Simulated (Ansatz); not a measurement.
# WSe2: the cost of one run

Program: Ansatz 0.2.0. Level of theory: DFT PBE+D3(BJ), scalar-relativistic, plane waves, PAW, and further levels as typed in the inputs. These are calculated values, not measurements.

### 1 The starting structure

The structure is trigonal, space group P-3m1 (No. 164). The conventional cell has a = 3.315 Å, b = 3.315 Å, c = 30.000 Å, α = 90.00°, β = 90.00°, γ = 120.00°. W (site symmetry 3m) has 6 Se at 2.54 Å as nearest neighbours. Around Se (site symmetry 3m) lie 3 W at 2.54 Å.

Structure file:

```
CELL_PARAMETERS angstrom
3.31482 0.00000 0.00000
-1.65741 2.87072 0.00000
0.00000 0.00000 30.00000
ATOMIC_POSITIONS crystal
W 0.33333 0.66667 0.60817
Se 0.66667 0.33333 0.66390
Se 0.66667 0.33333 0.55243
W 0.66667 0.33333 0.39183
Se 0.33333 0.66667 0.44757
Se 0.33333 0.66667 0.33610
```

### 2 Relaxing the atoms: W2Se4 sheet, no spin

input.yaml reads:

```yaml
crystal:
  lattice:
    - [3.31482, 0.0, 0.0]
    - [-1.65741, 2.870718329, 0.0]
    - [0.0, 0.0, 30.0]
  atoms:
    - { symbol: W, position: [0.3333333333, 0.6666666667, 0.6081666667] }
    - { symbol: Se, position: [0.6666666667, 0.3333333333, 0.6639] }
    - { symbol: Se, position: [0.6666666667, 0.3333333333, 0.5524333333] }
    - { symbol: W, position: [0.6666666667, 0.3333333333, 0.3918333333] }
    - { symbol: Se, position: [0.3333333333, 0.6666666667, 0.4475666667] }
    - { symbol: Se, position: [0.3333333333, 0.6666666667, 0.3361] }
  periodic: [true, true, false]
scf:
  occupations: { method: fixed }
output:
  forces: true
  stress: false
  eigenvalues: true
  write_density: true
  write_potential: true
  elf: true
  volumetric_format: npy
kpoints:
  mp_grid: { grid: [12, 12, 1] }
relax:
  f_tol: 0.003
  max_steps: 60
hamiltonian:
  dispersion: d3bj
```

On the command line:

```console
$ ansatz run input.yaml --threads 8 --pin off --max-ram 22528MiB --backend cpu --events-out ev --progress --plain --runs-dir out
```

**Question.** How long does this run take on 8 threads of Intel Xeon 6975P-C (Granite Rapids), shared host, and how much memory does it need?

About 20 s, with a peak of 1.5 GiB.
